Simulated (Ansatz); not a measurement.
Nudged elastic band run: W12C13

Input:

```yaml
crystal:
  lattice:
    - [5.69296, 0.0, 0.0]
    - [-2.84648, 4.930248, 0.0]
    - [0.0, 0.0, 18.98855]
  atoms:
    - { symbol: W, position: [0.0, 0.0, 0.0526633] }
    - { symbol: C, position: [0.3333333, 0.1666667, 0.1262714] }
    - { symbol: W, position: [5.9e-07, 1.31e-06, 0.20444123] }
    - { symbol: C, position: [0.32858429, 0.16428604, 0.27756966] }
    - { symbol: W, position: [-4.83e-06, -5.77e-06, 0.36803168] }
    - { symbol: C, position: [0.36831597, 0.18415192, 0.42883696] }
    - { symbol: W, position: [0.0, 0.5, 0.0526633] }
    - { symbol: C, position: [0.3333333, 0.6666667, 0.1262714] }
    - { symbol: W, position: [-0.00040131, 0.49980016, 0.20275036] }
    - { symbol: C, position: [0.33332583, 0.66666084, 0.27478591] }
    - { symbol: W, position: [0.00276363, 0.5013756, 0.35276062] }
    - { symbol: C, position: [0.33330494, 0.66662952, 0.41399542] }
    - { symbol: W, position: [0.5, 0.0, 0.0526633] }
    - { symbol: C, position: [0.8333333, 0.1666667, 0.1262714] }
    - { symbol: W, position: [0.50019892, 0.00039831, 0.20275095] }
    - { symbol: C, position: [0.83569335, 0.16428112, 0.27756877] }
    - { symbol: W, position: [0.49859822, -0.00280113, 0.35276194] }
    - { symbol: C, position: [0.81581087, 0.18414659, 0.42883659] }
    - { symbol: W, position: [0.5, 0.5, 0.0526633] }
    - { symbol: C, position: [0.8333333, 0.6666667, 0.1262714] }
    - { symbol: W, position: [0.50019929, 0.49980061, 0.20275042] }
    - { symbol: C, position: [0.83569846, 0.67140476, 0.27756985] }
    - { symbol: W, position: [0.49860091, 0.50137657, 0.35276133] }
    - { symbol: C, position: [0.81580631, 0.63161084, 0.42883537] }
    - { symbol: C, position: [0.66663702, 0.33329239, 0.44548347] }
basis:
  ecutwfc: 420.0
kpoints:
  mp_grid: { grid: [3, 3, 1] }
hamiltonian:
  xc: pbe
  pseudopotentials: { kind: paw, azcp: { folder: soft_1 } }
scf:
  occupations: { method: gaussian, width: 0.15 }
  lower_state_search: "off"
  max_iter: 75
neb:
  images: 3
  f_tol: 0.05
  max_iterations: 50
  order_check: false
  spring: 50.0
  optimiser: fire
  constraints: [{ sites: [0, 1, 6, 7, 12, 13, 18, 19] }]
  final_atoms:
    - { symbol: W, position: [0.0, 0.0, 0.05266332] }
    - { symbol: C, position: [0.33333334, 0.16666667, 0.12627136] }
    - { symbol: W, position: [-0.00050442, 0.00050442, 0.20407043] }
    - { symbol: C, position: [0.33104813, 0.16209626, 0.27567406] }
    - { symbol: W, position: [0.00016207, -0.00016207, 0.36203077] }
    - { symbol: C, position: [0.35662047, 0.21324093, 0.42674324] }
    - { symbol: W, position: [0.0, 0.5, 0.05266332] }
    - { symbol: C, position: [0.33333333, 0.66666666, 0.12627136] }
    - { symbol: W, position: [-0.00050442, 0.49899115, 0.20407043] }
    - { symbol: C, position: [0.33104813, 0.66895187, 0.27567406] }
    - { symbol: W, position: [0.00016207, 0.50032414, 0.36203077] }
    - { symbol: C, position: [0.35662047, 0.64337953, 0.42674324] }
    - { symbol: W, position: [0.5, 0.0, 0.05266332] }
    - { symbol: C, position: [0.83333333, 0.16666667, 0.12627136] }
    - { symbol: W, position: [0.50100885, 0.00050442, 0.20407043] }
    - { symbol: C, position: [0.83333333, 0.16666667, 0.28107229] }
    - { symbol: W, position: [0.49967586, -0.00016207, 0.36203077] }
    - { symbol: C, position: [0.83333333, 0.16666667, 0.42203592] }
    - { symbol: W, position: [0.5, 0.5, 0.05266332] }
    - { symbol: C, position: [0.83333333, 0.66666666, 0.12627136] }
    - { symbol: W, position: [0.5, 0.5, 0.20090205] }
    - { symbol: C, position: [0.83790374, 0.66895187, 0.27567406] }
    - { symbol: W, position: [0.5, 0.5, 0.34423306] }
    - { symbol: C, position: [0.78675907, 0.64337953, 0.42674324] }
    - { symbol: C, position: [0.5, 0.5, 0.45236873] }
```

Command:

```bash
$ ansatz run input.yaml --threads 4 --pin off --max-ram 10240MiB --backend cpu --events-out ev --progress --plain --runs-dir out
```

Output, in part (warnings, iteration lines):

```
NEB end point (image 0): max|allowed force component| = 8.425e-3 eV/Å (the criterion of neb.relax_end_points is 1.000e-2)
NEB end point (image 4): max|allowed force component| = 2.822e-3 eV/Å (the criterion of neb.relax_end_points is 1.000e-2)
NEB iter   1: max|band force component| = 2.523e0 eV/Å  barrier→ = 0.6417 eV  barrier← = 1.8788 eV  Δτ_max = 0.0398 Å  (65 SCF iters)
NEB iter   2: max|band force component| = 1.247e0 eV/Å  barrier→ = 0.4079 eV  barrier← = 1.6450 eV  Δτ_max = 0.0647 Å  (29 SCF iters)
NEB iter   3: max|band force component| = 1.777e0 eV/Å  barrier→ = 0.3870 eV  barrier← = 1.6241 eV  Δτ_max = 0.0076 Å  (30 SCF iters)
NEB iter   4: max|band force component| = 1.473e0 eV/Å  barrier→ = 0.3721 eV  barrier← = 1.6093 eV  Δτ_max = 0.0139 Å  (23 SCF iters)
NEB iter   5: max|band force component| = 8.633e-1 eV/Å  barrier→ = 0.3511 eV  barrier← = 1.5883 eV  Δτ_max = 0.0176 Å  (26 SCF iters)
NEB iter   6: max|band force component| = 4.478e-1 eV/Å  barrier→ = 0.3357 eV  barrier← = 1.5728 eV  CI = image 1  Δτ_max = 0.0164 Å  (26 SCF iters)
NEB iter   7: max|band force component| = 8.245e-1 eV/Å  barrier→ = 0.3318 eV  barrier← = 1.5690 eV  CI = image 1  Δτ_max = 0.0008 Å  (25 SCF iters)
NEB iter   8: max|band force component| = 7.755e-1 eV/Å  barrier→ = 0.3312 eV  barrier← = 1.5683 eV  CI = image 1  Δτ_max = 0.0016 Å  (14 SCF iters)
NEB iter   9: max|band force component| = 6.970e-1 eV/Å  barrier→ = 0.3299 eV  barrier← = 1.5671 eV  CI = image 1  Δτ_max = 0.0023 Å  (17 SCF iters)
NEB iter  10: max|band force component| = 5.873e-1 eV/Å  barrier→ = 0.3283 eV  barrier← = 1.5654 eV  CI = image 1  Δτ_max = 0.0028 Å  (18 SCF iters)
NEB iter  11: max|band force component| = 4.547e-1 eV/Å  barrier→ = 0.3263 eV  barrier← = 1.5635 eV  CI = image 1  Δτ_max = 0.0032 Å  (18 SCF iters)
NEB iter  12: max|band force component| = 3.752e-1 eV/Å  barrier→ = 0.3243 eV  barrier← = 1.5615 eV  CI = image 1  Δτ_max = 0.0035 Å  (18 SCF iters)
NEB iter  13: max|band force component| = 3.565e-1 eV/Å  barrier→ = 0.3224 eV  barrier← = 1.5596 eV  CI = image 1  Δτ_max = 0.0046 Å  (18 SCF iters)
NEB iter  14: max|band force component| = 3.245e-1 eV/Å  barrier→ = 0.3206 eV  barrier← = 1.5577 eV  CI = image 1  Δτ_max = 0.0057 Å  (19 SCF iters)
NEB iter  15: max|band force component| = 4.303e-1 eV/Å  barrier→ = 0.3188 eV  barrier← = 1.5560 eV  CI = image 1  Δτ_max = 0.0066 Å  (19 SCF iters)
NEB iter  16: max|band force component| = 4.737e-1 eV/Å  barrier→ = 0.3172 eV  barrier← = 1.5544 eV  CI = image 1  Δτ_max = 0.0074 Å  (20 SCF iters)
NEB iter  17: max|band force component| = 4.221e-1 eV/Å  barrier→ = 0.3156 eV  barrier← = 1.5527 eV  CI = image 1  Δτ_max = 0.0079 Å  (20 SCF iters)
NEB iter  18: max|band force component| = 3.455e-1 eV/Å  barrier→ = 0.3138 eV  barrier← = 1.5510 eV  CI = image 1  Δτ_max = 0.0086 Å  (21 SCF iters)
NEB iter  19: max|band force component| = 1.853e-1 eV/Å  barrier→ = 0.3121 eV  barrier← = 1.5492 eV  CI = image 1  Δτ_max = 0.0094 Å  (22 SCF iters)
NEB iter  20: max|band force component| = 2.131e-1 eV/Å  barrier→ = 0.3110 eV  barrier← = 1.5481 eV  CI = image 1  Δτ_max = 0.0002 Å  (22 SCF iters)
NEB iter  21: max|band force component| = 2.019e-1 eV/Å  barrier→ = 0.3110 eV  barrier← = 1.5481 eV  CI = image 1  Δτ_max = 0.0004 Å  (10 SCF iters)
NEB iter  22: max|band force component| = 1.800e-1 eV/Å  barrier→ = 0.3110 eV  barrier← = 1.5481 eV  CI = image 1  Δτ_max = 0.0005 Å  (12 SCF iters)
NEB iter  23: max|band force component| = 1.488e-1 eV/Å  barrier→ = 0.3109 eV  barrier← = 1.5481 eV  CI = image 1  Δτ_max = 0.0006 Å  (13 SCF iters)
NEB iter  24: max|band force component| = 1.104e-1 eV/Å  barrier→ = 0.3109 eV  barrier← = 1.5480 eV  CI = image 1  Δτ_max = 0.0007 Å  (14 SCF iters)
NEB iter  25: max|band force component| = 7.546e-2 eV/Å  barrier→ = 0.3109 eV  barrier← = 1.5480 eV  CI = image 1  Δτ_max = 0.0007 Å  (15 SCF iters)
NEB iter  26: max|band force component| = 7.634e-2 eV/Å  barrier→ = 0.3109 eV  barrier← = 1.5480 eV  CI = image 1  Δτ_max = 0.0008 Å  (15 SCF iters)
NEB iter  27: max|band force component| = 7.699e-2 eV/Å  barrier→ = 0.3109 eV  barrier← = 1.5480 eV  CI = image 1  Δτ_max = 0.0010 Å  (15 SCF iters)
NEB iter  28: max|band force component| = 7.704e-2 eV/Å  barrier→ = 0.3109 eV  barrier← = 1.5480 eV  CI = image 1  Δτ_max = 0.0012 Å  (15 SCF iters)
NEB iter  29: max|band force component| = 8.435e-2 eV/Å  barrier→ = 0.3109 eV  barrier← = 1.5481 eV  CI = image 1  Δτ_max = 0.0015 Å  (16 SCF iters)
NEB iter  30: max|band force component| = 8.956e-2 eV/Å  barrier→ = 0.3110 eV  barrier← = 1.5481 eV  CI = image 1  Δτ_max = 0.0019 Å  (16 SCF iters)
NEB iter  31: max|band force component| = 6.934e-2 eV/Å  barrier→ = 0.3110 eV  barrier← = 1.5482 eV  CI = image 1  Δτ_max = 0.0022 Å  (16 SCF iters)
NEB iter  32: max|band force component| = 6.000e-2 eV/Å  barrier→ = 0.3111 eV  barrier← = 1.5482 eV  CI = image 1  Δτ_max = 0.0027 Å  (16 SCF iters)
NEB iter  33: max|band force component| = 4.790e-2 eV/Å  barrier→ = 0.3112 eV  barrier← = 1.5483 eV  CI = image 1  Δτ_max = 0.0000 Å  (17 SCF iters)
```

The run converged. The order of the stationary point at the top wasn't checked. Limits of this set-up: coarse k mesh, thin slab, slab without dipole correction.

Final band (atoms are numbered from 1 in the order of the input):

```json
{"image": "0", "path coordinate (Å)": "0.00", "energy (eV)": "0.00", "W11–C25 (Å)": "2.42", "W17–C25 (Å)": "2.42", "C18–C25 (Å)": "1.50"}
{"image": "1", "path coordinate (Å)": "0.44", "energy (eV)": "0.31", "W11–C25 (Å)": "2.57", "W17–C25 (Å)": "2.57", "C18–C25 (Å)": "2.00"}
{"image": "2", "path coordinate (Å)": "0.92", "energy (eV)": "0.00", "W11–C25 (Å)": "2.84", "W17–C25 (Å)": "2.84", "C18–C25 (Å)": "2.58"}
{"image": "3", "path coordinate (Å)": "1.40", "energy (eV)": "-0.30", "W11–C25 (Å)": "3.12", "W17–C25 (Å)": "3.12", "C18–C25 (Å)": "3.00"}
{"image": "4", "path coordinate (Å)": "1.88", "energy (eV)": "-1.24", "W11–C25 (Å)": "3.32", "W17–C25 (Å)": "3.32", "C18–C25 (Å)": "3.34"}
```

Time of the run: 23 min on 4 threads of Arm Neoverse V2, with other jobs on the host, peak memory 2.5 GiB.
